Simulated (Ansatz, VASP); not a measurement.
**W in VASP and in Ansatz**

```
CELL_PARAMETERS angstrom
0.00000 2.05501 2.05501
2.05501 0.00000 2.05501
2.05501 2.05501 0.00000
ATOMIC_POSITIONS crystal
W 0.00000 0.00000 0.00000
```

Alike in both runs: functional PBE; k mesh 18 × 18 × 18; occupations fermi-dirac, width 0.05 eV; no spin polarisation.

Ansatz relaxed the structure, and its values are those at the end. VASP's run is a single point on that final structure, the one shown.

|  | VASP | Ansatz |
| --- | --- | --- |
| version | VASP 6.6.1 | Ansatz 0.2.0 |
| potentials or method | VASP PAW PBE potentials, release 64 (W_sv), cutoff 520 eV | all-electron LAPW, non-relativistic |

|  | VASP | Ansatz | Ansatz less VASP |
| --- | --- | --- | --- |
| pressure (GPa) | -13.4 | 0.0 | +13.38 |

One of these differences is far larger than is usual between the two programs; its cause wasn't traced. Ansatz ran all-electron here, so the differences hold the error of VASP's frozen core and of both bases.

The runs have no spin-orbit coupling, so splittings on W are missing.
